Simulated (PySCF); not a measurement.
LiCl:

```
Cl Li
1.0
     0.00000    2.56477    2.56477
     2.56477    0.00000    2.56477
     2.56477    2.56477    0.00000
Cl Li
1 1
Direct
  0.50000 0.50000 0.50000
  0.00000 0.00000 0.00000
```

Base run:

* Program: PySCF 2.14.0
* Functional: PBEsol
* Potentials or basis: DZVP-MOLOPT-SR/GTH-PBE (potentials made for PBE)
* k mesh: 9 × 9 × 9
* Occupations: fermi-dirac, width 0.05 eV
* Spin: no spin polarisation

Its results: band gap on the k mesh 6.06 eV, direct.

Task: The run is repeated on the same cell with these changes: functional from PBEsol to PBE. What comes out?

Result: Band gap on the k mesh 6.26 eV, direct.

Caveats: an odd mesh through Γ misses points on the zone boundary, where band edges often lie; the basis of atomic orbitals isn't converged, which shifts pressures, moduli and gaps.

Not every run made on this cell is shown here.
